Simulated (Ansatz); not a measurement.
Input and command of a calculation in Ansatz (plane waves; scalar-relativistic PAW potentials unless the input names others):

```yaml
crystal:
  lattice:
    - [4.545698217, 0.0, 0.0]
    - [-2.2728491085, 3.9366901339, 0.0]
    - [0.0, 0.0, 7.4312984412]
  atoms:
    - { symbol: Ag, position: [0.3333333333, 0.6666666667, 0.0024494355] }
    - { symbol: Ag, position: [0.6666666667, 0.3333333333, 0.5024494355] }
    - { symbol: I, position: [0.3333333333, 0.6666666667, 0.3774505645] }
    - { symbol: I, position: [0.6666666667, 0.3333333333, 0.8774505645] }
basis:
  ecutwfc: 420
kpoints:
  mp_grid: { grid: [6, 6, 4], shift: [0.5, 0.5, 0.5] }
hamiltonian:
  xc: pbe
scf:
  occupations: { method: gaussian, width: 0.02 }
output:
  forces: true
  eigenvalues: true
  stress: true
relax:
  adjacent_minimum: "off"
  f_tol: 0.008
  max_steps: 40
```

```bash
ansatz run input.yaml --threads 1 --pin off --max-ram 2560MiB --backend cpu --events-out ev --progress --plain --runs-dir out
```

Abridged log:
```
Warning: crystal.symmetry: narrowed to the stabiliser of the k-point mesh — unitary ops 12 → 4; excluded 8 operations that carry a point of the 6×6×4 mesh (shift [0.5, 0.5, 0.5]) off the mesh (the run samples exactly the mesh kpoints.mp_grid names, as under crystal.symmetry.detect: false, and its converged state has the mesh's symmetry, not the crystal's; ε∞, the Born charges and the force constants of a linear response (`dielectric:` by the response, `phonons.method: dfpt`) are averaged over those of the crystal's operations that the state keeps within a tolerance, where `mesh_tensors`, `unav ...
Warning: output.stress: scf.convergence.dr2_threshold = 6.4e-8 eV (the default of a walk held to its f_tol) is looser than the 4e-10 eV advised for a printed stress (1e-10 eV for each atom of the cell: 4). ...
Basis set: ecut = 420 eV, 2587 PW (Γ), exchange–correlation on 64×64×100 points (8 copies of the dense FFT grid, shifted against one another)
Bands: 44, of which v1, the nominal top of the filled ones, is band 36 counted from 1 (35 counted from 0)
Symmetry: 4 space group operations
k-points: 24 of 144 (time reversal used)
SCF iter   1: F=—  HF=-30207.903045 eV  |F-HF|=—  |Δ(HF+E_count)|=         —  Δρ=9.60e-4  dr2=2.03e-3  ethr=1.77e-3  ⟨swp⟩=8.2  Hψ=4701  notcnv=0
SCF iter   2: F=—  HF=-30207.903831 eV  |F-HF|=—  |Δ(HF+E_count)|=   7.86e-4  Δρ=6.35e-4  dr2=8.37e-4  ethr=2.83e-6  ⟨swp⟩=3.0  Hψ=1951  notcnv=0  defer=68
SCF iter   3: F=—  HF=-30207.903825 eV  |F-HF|=—  |Δ(HF+E_count)|=   6.10e-6  Δρ=2.85e-4  dr2=1.40e-4  ethr=1.16e-6  ⟨swp⟩=2.0  Hψ=1461  notcnv=0  defer=68
SCF iter   4: F=—  HF=-30207.903871 eV  |F-HF|=—  |Δ(HF+E_count)|=   4.56e-5  Δρ=1.00e-4  dr2=1.41e-5  ethr=1.94e-7  ⟨swp⟩=2.0  Hψ=1418  notcnv=0  defer=68
SCF iter   5: F=—  HF=-30207.903883 eV  |F-HF|=—  |Δ(HF+E_count)|=   1.19e-5  Δρ=3.70e-5  dr2=3.07e-6  ethr=1.95e-8  ⟨swp⟩=2.0  Hψ=1387  notcnv=0  defer=68
SCF iter   6: F=-30207.903889 eV  HF=-30207.903889 eV  |F-HF|=2.31e-7  |Δ(HF+E_count)|=   6.10e-6  Δρ=1.05e-5  dr2=1.93e-7  ethr=2.22e-9  ⟨swp⟩=11.5  Hψ=5205  notcnv=0
SCF 1 converged in 6 iterations: F = -30207.903889 eV  dr2 = 1.93e-7
relax step   1: F+E_penalty+E_count = -30207.90388907 eV  Δ(F+E_penalty+E_count) = +0.000e0 eV  max|allowed force component| = 6.230e-3 eV/Å  Δτ_max = 0.0000 Å  (6 SCF iters, dr2 threshold 1.60e-6 eV, accepted)
Initial density: handed on by an earlier stage of this run
Initial wavefunctions: those handed on with the density
SCF iter   1: F=—  HF=-30207.903908 eV  |F-HF|=—  |Δ(HF+E_count)|=         —  Δρ=1.06e-5  dr2=1.95e-7  ethr=2.71e-10  ⟨swp⟩=1.0  Hψ=2688  notcnv=0
SCF iter   2: F=—  HF=-30207.903889 eV  |F-HF|=—  |Δ(HF+E_count)|=   1.86e-5  Δρ=5.85e-6  dr2=7.95e-8  ethr=2.71e-10  ⟨swp⟩=2.0  Hψ=1410  notcnv=0
SCF iter   3: F=-30207.903889 eV  HF=-30207.903889 eV  |F-HF|=4.79e-8  |Δ(HF+E_count)|=   1.46e-7  Δρ=3.05e-6  dr2=2.62e-8  ethr=8.89e-11  ⟨swp⟩=5.5  Hψ=3752  notcnv=0
SCF 2 converged in 3 iterations: F = -30207.903889 eV  dr2 = 2.62e-8
relax step   2: F+E_penalty+E_count = -30207.90388915 eV  Δ(F+E_penalty+E_count) = -8.304e-8 eV  max|allowed force component| = 6.219e-3 eV/Å  Δτ_max = 0.0000 Å  (3 SCF iters, accepted)
SCF converged after 3 iterations
Free energy (F): -30207.903889 eV
Harris-Foulkes:  -30207.903889 eV  (|F-HF|=4.79e-8)
Internal energy: -30207.903889 eV  (E = F + TS)
E sigma→0 (E₀):  -30207.903889 eV
Fermi energy:    8.148782 eV
--- Forces (eV/Å), atoms counted from 1 ---
  atom   1  Ag     0.00071409    -0.00041228     0.00621995
  atom   2  Ag    -0.00071409     0.00041228     0.00621995
  atom   3  I      0.00059024    -0.00034077    -0.00621721
  atom   4  I     -0.00059024     0.00034077    -0.00621721
--- Stress (GPa, compression-positive) ---
        2.987709       0.005236       0.000000
        0.005236       2.993755       0.000000
        0.000000       0.000000       3.028566
  P = ⅓ Tr σ = 3.0033 GPa (30.033 kbar)
--- Relaxed structure (2 steps of the walk, 2 accepted, 0 SCFs on fresh bases) ---
  F+E_penalty+E_count = -30207.90388915 eV   max|allowed force component| = 6.219e-3 eV/Å
  atoms:
    - { symbol: Ag, position: [0.33333333, 0.66666666, 0.0024494355] }
    - { symbol: Ag, position: [0.66666666, 0.33333333, 0.5024494355] }
    - { symbol: I, position: [0.33333333, 0.66666666, 0.37745056] }
    - { symbol: I, position: [0.66666666, 0.33333333, 0.8774505645] }
```

Apart from outputs and empty bands, the input differs from a reference run on usual settings in kpoints.mp_grid.shift: not typed → [0.5, 0.5, 0.5]. The reference, at the same start, ended its own course with pressure 3.01 GPa, largest force 0.007 eV/Å, gap on the mesh 1.37 eV. This run converged in 9 SCF iterations over all its steps (reference: 9) with an energy at zero smearing 0.44 meV/atom below the reference's, pressure 3.00 GPa, largest force 0.006 eV/Å, gap on the mesh 1.95 eV.

The run took 27 s on 1 thread of Arm Neoverse V2 (shared host), peak memory 0.47 GiB.